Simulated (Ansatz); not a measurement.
# Cd (diamond type): how the settings move a single-point run

Aim: see which settings change the result for Cd (diamond type), by how much, and at what cost.

Program: Ansatz 0.2.0. Level of theory: reference: DFT, PBE, PAW with Ansatz's default frozen-core files, scalar-relativistic. These are calculated values, not measurements.

**1. The structure to begin with**

The structure is cubic, space group Fd-3m (No. 227). Conventional cell: a = 5.640 Å, b = 5.640 Å, c = 5.640 Å, α = 90.00°, β = 90.00°, γ = 90.00°. Cd (site symmetry -43m) has 4 Cd at 2.44 Å in its first shell of neighbours.

Coordinates:

```
CELL_PARAMETERS angstrom
0.00000 2.82022 2.82022
2.82022 0.00000 2.82022
2.82022 2.82022 0.00000
ATOMIC_POSITIONS crystal
Cd 0.87500 0.87500 0.87500
Cd 0.12500 0.12500 0.12500
```

**2. Reference**

Contents of input.yaml:

```yaml
crystal:
  lattice:
    - [0.0, 2.8202239124, 2.8202239124]
    - [2.8202239124, 0.0, 2.8202239124]
    - [2.8202239124, 2.8202239124, 0.0]
  atoms:
    - { symbol: Cd, position: [-0.125, -0.125, -0.125] }
    - { symbol: Cd, position: [0.125, 0.125, 0.125] }
kpoints:
  mp_grid: { grid: [12, 12, 12] }
scf:
  occupations: { method: fermi_dirac, width: 0.08 }
hamiltonian:
  xc: pbe
  pseudopotentials: { kind: paw }
output:
  forces: true
  stress: true
  eigenvalues: true
  populations: true
```

On the command line:

```console
$ ansatz run input.yaml --threads 1 --pin off --max-ram 2048MiB --backend cpu --events-out ev --progress --plain --runs-dir out
```

**3. Changing settings: eigensolver.kind davidson, basis.precision f64, ecutwfc 450 eV**

input.yaml: that of step 2 with these lines changed.

```diff
@@ -12,2 +12,3 @@
   occupations: { method: fermi_dirac, width: 0.08 }
+  eigensolver: { kind: davidson }
 hamiltonian:
@@ -20 +21,4 @@
   populations: true
+basis:
+  precision: f64
+  ecutwfc: "450 eV"
```

Before running it: what results should come out? Wanted: for each run, ending; energy change; pressure; gap; force.

As calculated:

```csv
run,ending,energy change,pressure (GPa),gap (eV),force (eV/Å),cycles,time
reference,converged,0,33.3,0.00,0.00,6,3.2 s
"1: eigensolver.kind davidson, basis.precision f64, ecutwfc 450 eV",converged,-1.0 meV/atom,33.3,0.00,0.00,6,4.8 s
```

Residual by cycle in the longest SCF loop of each run; runs are numbered as in the table. The quantity is the density residual dr2, in eV.

```csv
cycle,reference,run 1
1,2.1e-4,9.7e-5
2,2.8e-4,6.9e-5
3,8.7e-6,7.1e-6
4,2.7e-7,2.4e-7
5,1.2e-9,4.3e-9
6,1.1e-10,6.4e-11
```

What this shows: Changing the solver, arithmetic precision and cutoff moves the energy by -1.0 meV/atom. Cost: 4.8 s against 3.2 s. The structure is not at rest: the sound run finds 33 GPa, so these are no properties of the relaxed crystal. 
